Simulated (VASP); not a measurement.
# V (Im-3m) in VASP: elastic constants with LDA

Aim: the elastic constants of V with LDA.

Program: VASP 6.6.1. These are calculated values, not measurements. Logs are shortened: lines on timing, memory, paths and dates and some standing lists are left out, and cuts for length are marked.

### 1 Starting point

Symmetry: Im-3m, No. 229, cubic system. Conventional cell: a = 3.026 Å, b = 3.026 Å, c = 3.026 Å, α = 90.00°, β = 90.00°, γ = 90.00°. Around V (site symmetry m-3m) lie 8 V at 2.62 Å.

### 2 Elastic constants, LDA

File POSCAR:

```
V
1.0
   -1.5129450000      1.5129450000      1.5129450000
    1.5129450000     -1.5129450000      1.5129450000
    1.5129450000      1.5129450000     -1.5129450000
V
1
Direct
    0.0000000000      0.0000000000      0.0000000000
```

File INCAR.step1:

```
SYSTEM = V
ALGO     = Normal         ! electronic algorithm
EDIFF    = 1E-8           ! SCF threshold, eV
EDIFFG   = -0.002         ! ionic threshold
ENCUT    = 580            ! plane-wave cutoff, eV
GGA      = CA             ! functional
IBRION   = 2              ! ionic algorithm
ISIF     = 3              ! what is computed and relaxed
ISMEAR   = 0              ! smearing method
LASPH    = .TRUE.         ! aspherical terms in the spheres
LCHARG   = .FALSE.        ! write CHGCAR
LREAL    = .FALSE.        ! projectors in reciprocal space
LWAVE    = .FALSE.        ! write WAVECAR
NELM     = 100            ! most SCF steps
NSW      = 40             ! ionic steps
PREC     = Accurate       ! precision mode
SIGMA    = 0.1            ! smearing width, eV
```

File INCAR.step2:

```
SYSTEM = V
ALGO     = Normal         ! electronic algorithm
EDIFF    = 1E-8           ! SCF threshold, eV
ENCUT    = 580            ! plane-wave cutoff, eV
GGA      = CA             ! functional
IBRION   = 6              ! ionic algorithm
ISIF     = 3              ! what is computed and relaxed
ISMEAR   = 0              ! smearing method
LASPH    = .TRUE.         ! aspherical terms in the spheres
LCHARG   = .FALSE.        ! write CHGCAR
LREAL    = .FALSE.        ! projectors in reciprocal space
LWAVE    = .FALSE.        ! write WAVECAR
NELM     = 100            ! most SCF steps
NFREE    = 2            
NSW      = 1              ! ionic steps
POTIM    = 0.015          ! step
PREC     = Accurate       ! precision mode
SIGMA    = 0.1            ! smearing width, eV
```

File KPOINTS:

```
k-points
0
G
  20 20 20
  0 0 0
```

Potentials or basis: VASP PAW LDA potentials, release 64 (V).

On the command line:

```console
$ cat potpaw_LDA.64/V/POTCAR > POTCAR
$ cp INCAR.step1 INCAR
$ mpirun -np 1 vasp_std > vasp.out
$ cp CONTCAR POSCAR
$ cp INCAR.step2 INCAR
$ mpirun -np 1 vasp_std > vasp.out
```

OUTCAR:

```text
SYSTEM = V
   EDIFF = 1E-8
   ENCUT = 580
   GGA = CA
   IBRION = 6
   ISIF = 3
   ISMEAR = 0
   LASPH = .TRUE.
   LREAL = .FALSE.
   NELM = 100
   NFREE = 2
   NSW = 1
   POTIM = 0.015
   PREC = Accurate

 ion  position               nearest neighbor table
   1  0.000  0.000  0.000-

  LATTYP: Found a body centered cubic cell.
 ALAT       =     2.9121674644

  Lattice vectors:

 A1 = (  -1.4560837322,   1.4560837322,   1.4560837322)
 A2 = (   1.4560837322,  -1.4560837322,   1.4560837322)
 A3 = (   1.4560837322,   1.4560837322,  -1.4560837322)

Analysis of symmetry for initial positions (statically):
=====================================================================
 Subroutine PRICEL returns:
 Original cell was already a primitive cell.

 Routine SETGRP: Setting up the symmetry group for a
 body centered cubic supercell.

 Subroutine GETGRP returns: Found 48 space group operations
 (whereof 48 operations were pure point group operations)
 out of a pool of 48 trial point group operations.

The static configuration has the point symmetry O_h .

Analysis of symmetry for dynamics (positions and initial velocities):
=====================================================================
 Subroutine PRICEL returns:
 Original cell was already a primitive cell.

 Routine SETGRP: Setting up the symmetry group for a
 body centered cubic supercell.

 Subroutine GETGRP returns: Found 48 space group operations
 (whereof 48 operations were pure point group operations)
 out of a pool of 48 trial point group operations.

The dynamic configuration has the point symmetry O_h .

 Subroutine INISYM returns: Found 48 space group operations
 (whereof 48 operations are pure point group operations),
 and found     1 'primitive' translations

----------------------------------------------------------------------------------------

                                     Primitive cell

  volume of cell :      12.3486

  direct lattice vectors                    reciprocal lattice vectors
    -1.456083732  1.456083732  1.456083732     0.000000000  0.343386846  0.343386846
     1.456083732 -1.456083732  1.456083732     0.343386846  0.000000000  0.343386846
     1.456083732  1.456083732 -1.456083732     0.343386846  0.343386846  0.000000000

  length of vectors
     2.522011004  2.522011004  2.522011004     0.485622334  0.485622334  0.485622334

  position of ions in fractional coordinates (direct lattice)
     0.000000000  0.000000000  0.000000000

  ion indices of the primitive-cell ions
   primitive index   ion index
                 1           1

----------------------------------------------------------------------------------------

 KPOINTS: k-points

Automatic generation of k-mesh.
 Grid dimensions read from file:
 generate k-points for:   20   20   20

 Generating k-lattice:

  Cartesian coordinates                     Fractional coordinates (reciprocal lattice)
     0.000000000  0.017169342  0.017169342     0.050000000  0.000000000  0.000000000
     0.017169342  0.000000000  0.017169342     0.000000000  0.050000000  0.000000000
     0.017169342  0.017169342  0.000000000     0.000000000  0.000000000  0.050000000

  Length of vectors
[... 93 lines left out ...]

--------------------------------------- Ionic step        1  -------------------------------------------

 number of electron       5.0000001 magnetization

 Free energy of the ion-electron system (eV)
  ---------------------------------------------------
  ext. energy  EPLUGINS =         0.00000000
  ---------------------------------------------------
  free energy    TOTEN  =        -9.96096926 eV

  energy without entropy =       -9.95273659  energy(sigma->0) =       -9.95685292

------------------------ aborting loop because EDIFF is reached ----------------------------------------

  FORCE on cell =-STRESS in cart. coord.  units (eV):
  Direction    XX          YY          ZZ          XY          YZ          ZX
  --------------------------------------------------------------------------------------
  -------------------------------------------------------------------------------------
  Total        0.0004449      0.0004449      0.0004449      0.0000000      0.0000000      0.0000000
  in kB        0.0577194      0.0577194      0.0577194      0.0000000      0.0000000      0.0000000
  external PRESSURE =       0.0577194 kB  Pullay stress =       0.0000000 kB
[... 86 lines left out ...]
  FREE ENERGIE OF THE ION-ELECTRON SYSTEM (eV)
  ---------------------------------------------------
  free  energy   TOTEN  =        -9.9580826370 eV

  energy  without entropy=       -9.9500037806  energy(sigma->0) =       -9.95404321

[... ionic steps 4 to 12 ...]

--------------------------------------- Ionic step       13  -------------------------------------------

 number of electron       5.0000001 magnetization

------------------------ aborting loop because EDIFF is reached ----------------------------------------
[... 65 lines left out ...]
--------------------------------------- Ionic step       15  -------------------------------------------

 number of electron       5.0000000 magnetization

 Free energy of the ion-electron system (eV)
  ---------------------------------------------------
  ext. energy  EPLUGINS =         0.00000000
  ---------------------------------------------------
  free energy    TOTEN  =        -9.96096924 eV

  energy without entropy =       -9.95273656  energy(sigma->0) =       -9.95685290

 E-fermi :   6.8774     XC(G=0): -13.1603

 val. band max:        6.8697845791   @ k =  -0.1500   0.2000   0.0500
 cond. band min:       6.8895504338   @ k =   0.3000   0.1000   0.1000
 fundamental gap:      0.0197658547
 Fermi energy:         6.8773749199

 k-point     1 :       0.0000    0.0000    0.0000
  band No.  band energies     occupation
      1       0.2263      2.00000
      2       7.2601      0.00000
      3       7.2601      0.00000
      4       7.2601      0.00000
      5       9.4729      0.00000
      6       9.4729      0.00000
[... 199 lines left out ...]
 k-point    24 :       0.2500    0.1000   -0.0000
  band No.  band energies     occupation
      1       3.3092      2.00000
      2       6.0762      2.00000
      3       6.5982      1.99992
      4       9.0695      0.00000
      5       9.8148      0.00000
      6      10.1684      0.00000

 [... further k-points ...]

------------------------ aborting loop because EDIFF is reached ----------------------------------------

  FORCE on cell =-STRESS in cart. coord.  units (eV):
  Direction    XX          YY          ZZ          XY          YZ          ZX
  --------------------------------------------------------------------------------------
  -------------------------------------------------------------------------------------
  Total        0.0005220      0.0005220      0.0005220      0.0000000     -0.0000000      0.0000000
  in kB        0.0677237      0.0677237      0.0677237      0.0000000     -0.0000000      0.0000000
  external PRESSURE =       0.0677237 kB  Pullay stress =       0.0000000 kB
[... 16 lines left out ...]
  FREE ENERGIE OF THE ION-ELECTRON SYSTEM (eV)
  ---------------------------------------------------
  free  energy   TOTEN  =        -9.9609692443 eV

  energy  without entropy=       -9.9527365637  energy(sigma->0) =       -9.95685290

 INTERNAL STRAIN TENSORS FROM STRAINED CELLS
 ============================================

 INTERNAL STRAIN TENSOR FOR ION    1 for displacements in x,y,z  (eV/Angst):
          X           Y           Z          XY          YZ          ZX
  --------------------------------------------------------------------------------
  x     0.00000    -0.00000    -0.00000     0.00000     0.00000     0.00000
  y     0.00000     0.00000    -0.00000     0.00000    -0.00000     0.00000
  z    -0.00000     0.00000     0.00000     0.00000     0.00000    -0.00000

 INTERNAL STRAIN TENSORS FROM DISPLACED ATOMS
 ============================================

 INTERNAL STRAIN TENSOR FOR ION    1 for displacements in x,y,z  (eV/Angst):
          X           Y           Z          XY          YZ          ZX
  --------------------------------------------------------------------------------
  x     0.00000     0.00000     0.00000     0.00000     0.00000     0.00000
  y     0.00000     0.00000     0.00000     0.00000     0.00000     0.00000
  z     0.00000     0.00000     0.00000     0.00000     0.00000     0.00000

 Eigenvectors and eigenvalues of the dynamical matrix
 ----------------------------------------------------

   1 f  =    0.000000 THz     0.000000 2PiTHz    0.000000 cm-1     0.000000 meV
             X         Y         Z           dx          dy          dz
      0.000000  0.000000  0.000000     1.000000    0.000000    0.000000

   2 f  =    0.000000 THz     0.000000 2PiTHz    0.000000 cm-1     0.000000 meV
             X         Y         Z           dx          dy          dz
      0.000000  0.000000  0.000000     0.000000    1.000000    0.000000

   3 f  =    0.000000 THz     0.000000 2PiTHz    0.000000 cm-1     0.000000 meV
             X         Y         Z           dx          dy          dz
      0.000000  0.000000  0.000000     0.000000    0.000000    1.000000

--------------------------------------------------------------------------------------------------------

 ELASTIC MODULI CONTR FROM IONIC RELAXATION (kBar)
 Direction    XX          YY          ZZ          XY          YZ          ZX
 --------------------------------------------------------------------------------
 XX           0.0000      0.0000      0.0000      0.0000      0.0000      0.0000
 YY           0.0000      0.0000      0.0000      0.0000      0.0000      0.0000
 ZZ           0.0000      0.0000      0.0000      0.0000      0.0000      0.0000
 XY           0.0000      0.0000      0.0000      0.0000      0.0000      0.0000
 YZ           0.0000      0.0000      0.0000      0.0000      0.0000      0.0000
 ZX           0.0000      0.0000      0.0000      0.0000      0.0000      0.0000
 --------------------------------------------------------------------------------

 TOTAL ELASTIC MODULI (kBar)
 Direction    XX          YY          ZZ          XY          YZ          ZX
 --------------------------------------------------------------------------------
 XX        3230.0934   1613.7931   1613.7931     -0.0000     -0.0000      0.0000
 YY        1613.7931   3230.0934   1613.7931     -0.0000     -0.0000     -0.0000
 ZZ        1613.7931   1613.7931   3230.0934     -0.0000     -0.0000      0.0000
 XY          -0.0000     -0.0000     -0.0000   -125.2016      0.0000      0.0000
 YZ          -0.0000     -0.0000     -0.0000      0.0000   -125.2016      0.0000
 ZX           0.0000     -0.0000      0.0000      0.0000      0.0000   -125.2016
 --------------------------------------------------------------------------------
```

It took 10 min on 1 thread of AMD EPYC 7R13 (Zen 3), shared host; peak memory 0.42 GiB.

Results:

```yaml
Relaxed_volume: 12.35 Å³/atom
Relaxed_cell: a = 2.522 Å, b = 2.522 Å, c = 2.522 Å, α = 109.47°, β = 109.47°, γ = 109.47°
Space_group_after_relaxing_to_0.05_Å: Im-3m (No. 229)
Elastic_constants_C11_C12_C44: 323, 161, -13 GPa
Voigt_bulk_modulus: 215 GPa
```

The path:
| step | energy change (eV) | largest force (eV/Å) | pressure (GPa) | volume (Å³) |
| --- | --- | --- | --- | --- |
| 1 | 0.0000 | 0.0000 | -19.88 | 13.85 |
| 2 | 0.0858 | 0.0000 | 40.50 | 10.68 |
| 3 | -0.1022 | 0.0000 | -0.86 | 12.40 |
| 4 | -0.1023 | 0.0000 | -0.11 | 12.36 |
| 5 | -0.1023 | 0.0000 | 0.39 | 12.33 |
| 6 | -0.1023 | 0.0000 | -0.44 | 12.37 |
| 7 | -0.1023 | 0.0000 | 0.00 | 12.35 |

Final structure:
```
V
1.0
    -1.45608    1.45608    1.45608
     1.45608   -1.45608    1.45608
     1.45608    1.45608   -1.45608
V
1
Direct
  0.00000 0.00000 0.00000
```

Elastic tensor in Voigt notation (GPa, in the Cartesian axes of the cell as first typed):
```
323 161 161   0   0   0
161 323 161   0   0   0
161 161 323   0   0   0
  0   0   0 -13   0   0
  0   0   0   0 -13   0
  0   0   0   0   0 -13
```

Clamped-ion elastic tensor (GPa):
```
323 161 161   0   0   0
161 323 161   0   0   0
161 161 323   0   0   0
  0   0   0 -13   0   0
  0   0   0   0 -13   0
  0   0   0   0   0 -13
```

Caveat: the elastic tensor has a negative eigenvalue, so either the cell is unstable as it stands or the mesh is too thin.
